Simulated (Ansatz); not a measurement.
A crystal relaxed with r2SCAN in the plane-wave code Ansatz has space group Fm-3m (No. 225) and a = 6.424 Å.

| atom | site | x | y | z |
| --- | --- | --- | --- | --- |
| Ba | 4a | 0.0000 | 0.0000 | 0.0000 |
| Xx | 4b | 0.5000 | 0.0000 | 0.0000 |

The r2SCAN gap is indirect, 2.58 eV (Γ to X), below the direct gap of 2.69 eV at X. With HSE06 the valence top lies at Γ and the conduction bottom at X, 3.14 eV higher; the smallest vertical gap, at X, is 3.28 eV. Meshes: r2SCAN 8×8×8, HSE06 6×6×6. r2SCAN's ε∞ is 4.4 in all directions.

Task: Which element is Xx?
A. O
B. Te
C. Se
D. S

Result: D. Xx is S: BaS built on the rocksalt prototype. Ba has 6 S at 3.21 Å; S has 6 Ba at 3.21 Å.

Calculated for a static, non-magnetic cell.

Spin-orbit coupling is left out.
